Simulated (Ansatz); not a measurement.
## Cubic perovskite LaAlO3 (cubic high-temperature phase)

The numbers are results of rVV10 in Ansatz (PAW), not measurements.

Settings: plane-wave cutoff 500 eV, 8×8×8 k mesh, gaussian smearing 0.02 eV, scalar-relativistic PAW data made under PBE.

Cell (relaxed at this level):

Space group Pm-3m (No. 221); a = 3.8268 Å, b = 3.8268 Å, c = 3.8268 Å, α = 90.00°, β = 90.00°, γ = 90.00°

```
atom  site  symmetry       x       y       z
----  ----  --------  ------  ------  ------
La      1a      m-3m  0.0000  0.0000  0.0000
Al      1b      m-3m  0.5000  0.5000  0.5000
O       3c    4/mm.m  0.0000  0.5000  0.5000
```

| Item | Value |
|---|---|
| band gap | 3.48 eV (on the SCF k mesh) |

Note: the relaxation could not lower the start's symmetry, so the cell can be a saddle point above a distorted one.

Spin–orbit coupling is not included.

Computed values are for the static lattice.

Cost on a shared machine: roughly 19 core-seconds.

Ansatz is a program for electronic structure.
